# Cubic HfO₂: the gap is steady at 600 eV, so why isn't the pressure?

**Question**

I raised the plane-wave cutoff for cubic HfO₂ in the fluorite structure and kept the cell fixed. "Energy less tightest" is the energy above that of the 1200 eV run.

GPAW 26.7.0, PBE with PAW data sets (gpaw-data 1.2.1), no spin polarisation, for cubic HfO₂ (Fm-3m, 3-atom cell) at fixed geometry. The sweep value is the plane-wave cutoff in eV; all runs use a 7×7×7 k mesh and Fermi-Dirac smearing of 0.05 eV. Energies are extrapolated to zero smearing, and gaps are taken on the k mesh.

```tsv
sweep value	energy less tightest (meV/atom)	pressure (GPa)	gap (eV)	largest force (eV/Å)
300	4680.3	-171.71	3.803	0.000
350	2480.4	-112.41	3.639	0.000
400	1247.0	-68.59	3.858	0.000
500	283.5	-23.28	3.876	0.000
600	56.6	-8.25	3.892	0.000
700	8.5	-3.82	3.892	0.000
800	1.1	-2.82	3.892	0.000
1000	0.4	-2.68	3.892	0.000
1200	0.0	-2.69	3.892	0.000
```

The columns seem to disagree about when the calculation is good enough, so I have seven questions:

1. Why does the energy only go down, and how quickly does it settle?
2. Why does the gap settle before the energy?
3. Is the crystal really under a tension of 23 GPa at 500 eV?
4. What happens if I relax the cell at that cutoff?
5. The forces are zero even at 300 eV. Are the atomic positions safe there?
6. Would a sulfide need the same cutoff?
7. Which cutoff should I use, and which digits can I trust?

**Answer**

### 1. The energy

The cutoff sets the shortest wavelength from which the electron orbitals can be built. Each increase adds waves and removes none, so the lowest energy that can be reached goes down (in the PAW method this holds very nearly).

The orbitals are smoothed near the nuclei, so their short-wave content dies away quickly. From 300 to 400 eV the error shrinks by a factor of about 4, and from 600 to 700 eV by nearly 7. Beyond 800 eV only a small, slower tail is left.

### 2. The gap

The total energy collects the basis error of every electron, whereas the gap is the difference between two levels of the same run. If both levels are too high by a similar amount, the shift drops out. At 500 eV the energy is 283.5 meV/atom too high, yet the gap is only 16 meV below its value at 1200 eV.

The table does not list the levels, so it cannot show how much of this is cancellation. Part of the energy error may also sit in deeper orbitals, which count in the total energy but do not set the gap directly. Nor is a small gap error guaranteed, because no rule makes the gap move one way. At 350 eV it dips below both neighbours and is off by about 0.25 eV. I would not read a physical effect into that one row.

### 3. The pressure

Most of that tension is false. The program computes pressure by asking how the energy changes when the cell is squeezed with the same set of plane waves. Squeezing shortens every wave, so the set now describes finer detail and the energy drops. The crystal appears to gain by shrinking, which shows up as negative pressure. This is known as Pulay stress.

Its size follows from the energy column. Let E be the energy per atom, V the volume per atom and E_cut the cutoff. With a fixed set of waves, E_cut varies as V^(−2/3). If the basis error at a given cutoff hardly depends on volume, the false part of the pressure is

P_false = (2/3) · (E_cut/V) · dE/dE_cut

The slope at 500 eV comes from the energies at 400 and 600 eV. Since the error falls roughly exponentially, I take the slope of its logarithm:

dE/dE_cut ≈ 283.5 meV × ln(56.6/1247.0) / 200 eV ≈ −4.4 meV per eV

With V = 11.15 Å³, this gives −0.13 eV/Å³, or about −21 GPa. The table gives −23.28 − (−2.69) = −20.6 GPa relative to the 1200 eV run.

The same estimate agrees within 3% at 350, 600 and 700 eV, where the cutoffs on either side are also evenly spaced. It does depend on how the slope is read: a straight line between 400 and 600 eV would give −28.5 GPa at 500 eV. Above 700 eV the estimate is no longer a useful guide. The fast decay gives way to the slow tail near 800 eV, so no single logarithmic slope fits both sides of that row, and at 1000 eV the pressure lies 0.01 GPa above the 1200 eV value, where the formula would suggest a slightly negative difference.

The −2.7 GPa that remains at the highest cutoffs is a real tension. The cell is somewhat larger than the one this functional prefers.

### 4. Relaxing the cell

A relaxation driven by the 500 eV pressure would shrink the cell too far, because it follows the false pull as well as the real one.

A series of total energies at several volumes, each run with a fresh set of waves up to 500 eV, should do much better. The basis error is then nearly the same at each volume and mostly cancels. That is the assumption behind the estimate above, and the good agreement supports it. The cutoff hurts most when a quantity is a derivative that changes the quality of the basis along the way.

### 5. The forces

The positions are fixed by symmetry, and so are the zeros, which therefore say nothing about whether 300 eV is enough. Each Hf sits at the centre of a cube of eight O atoms, and each O at the centre of a tetrahedron of four Hf atoms, so the pulls cancel however poor the basis is. In monoclinic HfO₂ the atoms are free to shift, and a cutoff series there would test the forces.

Nor do the zeros show that the structure is stable. Cubic HfO₂ is a high-temperature phase, and in static calculations it is known to lower its energy when the oxygen atoms move off their sites.

### 6. A sulfide

The most compact orbitals set the demand. Oxygen 2p is compact because there is no inner p shell to keep it away from the nucleus. Sulfur 3p has such a shell beneath it and is more extended. Once smoothed near the nucleus it needs fewer short waves, so the anion would ask for less.

The total might still not fall much. Hafnium's 5d orbitals are fairly extended and its frozen core shells are not expanded in plane waves, but its 5s and 5p shells are compact and would count if the data set treats them as valence. These results do not separate its share of the error from oxygen's.

### 7. Cutoff and digits

Choose by the quantity you need:

- **Gap:** 600 eV is enough.
- **Energy within 10 meV/atom:** 700 eV is enough, though the pressure is then still off by about 1.1 GPa.
- **Energy within 1 meV/atom or pressure within 0.1 GPa:** take 1000 eV, since 800 eV narrowly misses both.

These bounds are relative to the 1200 eV run. The last step still lowers the energy by 0.4 meV/atom, so tenths of a meV should not be trusted as absolute errors. Energy differences between similar structures at the same cutoff are usually better than these figures suggest, because much of the error is shared.

The gap of 3.89 eV is settled only with respect to cutoff. A 7×7×7 mesh leaves out the zone-boundary point X, where one or both band edges may lie, so the true gap at this level may be smaller. PBE also tends to give gaps below the measured ones, and a higher cutoff cures neither problem.
